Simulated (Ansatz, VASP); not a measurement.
# BeS in VASP and in Ansatz

```
Be S
1.0
     0.00000    2.32220    2.32220
     2.32220    0.00000    2.32220
     2.32220    2.32220    0.00000
Be S
1 1
Direct
  0.00000 0.00000 0.00000
  0.75000 0.75000 0.75000
```

Alike in both runs: functional PBEsol; k mesh 8 × 8 × 8; no spin polarisation.

Ansatz relaxed the structure, and its values are those at the end. VASP's run is a single point on that final structure, the one shown.

```csv
,VASP,Ansatz
version,VASP 6.6.1,Ansatz 0.2.0
potentials or method,"VASP PAW PBE potentials, release 64 (Be, S)","PAW with Ansatz's default frozen-core files, scalar-relativistic"
plane-wave cutoff (eV),520,420
occupations,"gaussian, width 0.01 eV",fixed
valence electrons in the cell,8,8
```

VASP gave:

| Property | Result |
| --- | --- |
| gap on the k mesh at the Fermi level (eV) | 2.60 |
| pressure (GPa) | 15.2 |

Q: Estimate Ansatz's values.

A: gap on the k mesh at the Fermi level (eV): 2.59; pressure (GPa): 15.0.

Caveats: so large a pressure means that the cell lies far from this level's equilibrium, or that cutoff or potentials fall short (VASP); the potentials were made for another functional, which shifts forces and pressure (VASP). A k mesh can miss the band edges.
